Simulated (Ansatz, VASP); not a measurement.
**One calculation of Au, two programs**

INCAR

```
PREC     = Accurate       # precision mode
ENCUT    = 520            # plane-wave cutoff, eV
EDIFF    = 1E-6           # SCF threshold, eV
ISMEAR   = 0              # smearing method
SIGMA    = 0.026000000000000002 # smearing width, eV
LREAL    = False          # projectors in reciprocal space
LASPH    = True           # aspherical terms in the spheres
NELM     = 60             # most SCF steps
ALGO     = Normal         # electronic algorithm
ISIF     = 2              # what is computed and relaxed
LWAVE    = False          # write WAVECAR
LCHARG   = True           # write CHGCAR
GGA      = PE             # functional
LELF     = True           # ELF
LVHAR    = True
```

KPOINTS

```
regular mesh
0
Gamma
  11 11 11
```

POSCAR

```
Au
1.0
    0.0000000000      2.0350000000      2.0350000000
    2.0350000000      0.0000000000      2.0350000000
    2.0350000000      2.0350000000      0.0000000000
Au
1
Direct
    0.0000000000      0.0000000000      0.0000000000
```

Contents of input.yaml:

```yaml
crystal:
  lattice:
    - [0.0, 2.035, 2.035]
    - [2.035, 0.0, 2.035]
    - [2.035, 2.035, 0.0]
  atoms:
    - { symbol: Au, position: [0.0, 0.0, 0.0] }
hamiltonian:
  xc: pbe
  pseudopotentials: { kind: paw }
kpoints:
  mp_grid: { grid: [11, 11, 11] }
scf:
  occupations: { method: gaussian, width: 0.026 }
output:
  forces: true
  stress: true
  eigenvalues: true
```

Alike in both runs: task single point; functional PBE; k mesh 11 × 11 × 11; occupations gaussian, width 0.026 eV; no spin polarisation.

|  | VASP | Ansatz |
| --- | --- | --- |
| version | VASP 6.6.1 | Ansatz 0.2.0 |
| potentials or method | VASP PAW PBE potentials, release 64 (Au) | Ansatz PAW |
| plane-wave cutoff (eV) | 520 | 420 |
| valence electrons in the cell | 11 | 19 |

Ansatz gave:

* gap on the k mesh at the Fermi level (eV): none
* pressure (GPa): 10.8

Q: What did VASP give for the same quantities?

A: gap on the k mesh at the Fermi level (eV): none; pressure (GPa): 10.5.

A gap of «none» marks a metal or a gap that the smearing closes. The two sets of potentials don't hold the same shells in valence.

The runs have no spin-orbit coupling, so splittings on Au are missing.
